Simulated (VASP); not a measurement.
Write the native input for VASP 6.6.1 that does the following.

```
Task                   : single point
Functional             : LDA
Potentials or basis    : VASP PAW LDA potentials, release 64 (Ti_sv, O)
Cutoff                 : 520 eV
k mesh                 : 7 × 7 × 7
Occupations            : gaussian, width 0.05 eV
Spin                   : collinear spin, random start
Starting moments       : [1.19, 0.0] μB
Hubbard terms          : Ti d U = 2 eV
Further INCAR settings : ALGO = Normal; EDIFF = 1e-06; NBANDS = 20
```

The structure of TiO lies in POSCAR:

```
TiO
1.0
    2.7083400800      0.0000000000      0.0000000000
    0.0000000000      2.7083400800      0.0000000000
    0.0000000000      0.0000000000      2.7083400800
Ti O
1 1
Direct
    0.0000000000      0.0000000000      0.0000000000
    0.5000000000      0.5000000000      0.5000000000
```

The cell comes from a database or a generator and needn't be the stable form of this composition.

These files were run (other wordings do the same):

INCAR

```
PREC = Accurate ; ENCUT = 520
EDIFF = 1E-6 ; ISMEAR = 0
SIGMA = 0.05 ; LREAL = False
LASPH = True ; NELM = 80
ALGO = Normal ; ISIF = 2
LWAVE = False ; LCHARG = True
ISPIN = 2 ; MAGMOM = 1.19 0
LORBIT = 11 ; LMAXMIX = 4
LDAU = True ; LDAUTYPE = 2
LDAUL = 2 -1 ; LDAUU = 2 0
LDAUJ = 0 0 ; LDAUPRINT = 1
GGA = CA ; LELF = True
LVHAR = True ; NBANDS = 20
```

KPOINTS

```
regular mesh
0
Gamma
  7 7 7
```

Potentials or basis: VASP PAW LDA potentials, release 64 (Ti_sv, O).

Command:

```bash
$ cat potpaw_LDA.64/Ti_sv/POTCAR potpaw_LDA.64/O/POTCAR > POTCAR
$ mpirun -np 1 vasp_std > vasp.out
```

It gave:

The pressure is -23.4 GPa and the band gap on the k mesh is none (metal or under the smearing width). The net moment is 0.17 μB per cell. The site moments are Ti +0.14; O +0.01 μB. The valence electrons inside the program's atomic spheres are Ti 10.29; O 4.96.

Run time: 11 s on 1 thread of Intel(R) Xeon(R) Platinum 8488C (Sapphire Rapids), with other jobs on the host, peak memory 0.12 GiB.
